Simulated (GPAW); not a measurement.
The system is AlCo.

```xyz
2
Lattice="2.8194 0.0000 0.0000 0.0000 2.8194 0.0000 0.0000 0.0000 2.8194" Properties=species:S:1:pos:R:3 pbc="T T T"
Co    1.4097    1.4097    1.4097
Al    0.0000    0.0000    0.0000
```

The cell is a database's computed one.

Base run:

| Property | Result |
| --- | --- |
| Program | GPAW 26.7.0 |
| Functional | PBEsol |
| Potentials or basis | PAW data sets generated in the run's folder for this functional |
| Cutoff | 600 eV |
| Basis | pw |
| k mesh | 9 × 9 × 9 |
| Occupations | fermi-dirac, width 0.05 eV |
| Spin | collinear spin, ferromagnetic start |
| Starting moments | [2.0, 0.0] μB |
| Hubbard terms | Co d U = 4 eV |

Its results: pressure 5.9 GPa; net moment 0.62 μB per cell; site moments Co +0.87; Al -0.07 μB.

Problem. The run is repeated on the same cell with these changes: hubbard terms from Co d U = 4 eV to Co d U = 6 eV. What comes out?

Solution. Pressure 25.8 GPa; net moment 1.41 μB per cell; site moments Co +1.58; Al -0.07 μB.

Caveats: the U is typed as a test and isn't derived for this compound.
